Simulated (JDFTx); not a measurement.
Cu:

```xyz
1
Lattice="0.0000 1.8075 1.8075 1.8075 0.0000 1.8075 1.8075 1.8075 0.0000" Properties=species:S:1:pos:R:3 pbc="T T T"
Cu    0.0000    0.0000    0.0000
```

| Item | Value |
| --- | --- |
| Program | JDFTx 1.7.0 (patched build) |
| Task | relaxation of cell and atoms |
| Functional | RPBE |
| Potentials or basis | SG15-PBE-1.2 with smoothed tails |
| Cutoff | 1361 eV |
| Density cutoff | 5442 eV |
| k mesh | 6 × 6 × 6 |
| Occupations | fermi-dirac, width 0.05 eV |
| Spin | no spin polarisation |

At the start: pressure 9.2 GPa; volume 11.81 Å³/atom.

Q: Where does the relaxation end?

A: Over 6 steps the energy falls by 21.5 meV/atom and the volume is 12.61 Å³/atom (+6.8 %); space group Fm-3m (No. 225, to 0.05 Å).

The path:
| step | energy change (eV) | largest force (eV/Å) | pressure (GPa) | volume (Å³) |
| --- | --- | --- | --- | --- |
| 1 | 0.0000 | 0.0000 | 9.20 | 11.81 |
| 2 | -0.0074 | 0.0000 | 7.28 | 11.95 |
| 3 | -0.0213 | 0.0000 | 0.93 | 12.52 |
| 4 | -0.0215 | 0.0000 | 0.14 | 12.60 |
| 5 | -0.0215 | 0.0000 | 0.03 | 12.61 |
| 6 | -0.0215 | 0.0000 | 0.01 | 12.61 |

Final structure:
```
Cu
1.0
     0.00000    1.84747    1.84747
     1.84747    0.00000    1.84747
     1.84747    1.84747    0.00000
Cu
1
Direct
  0.00000 0.00000 0.00000
```

Caveat: the k mesh is coarse (spacing up to 0.50 Å⁻¹), so the values aren't converged; the plane waves are those of the starting cell, so after so large a change of volume the result is rough; the potentials were made for another functional, which shifts forces and pressure.
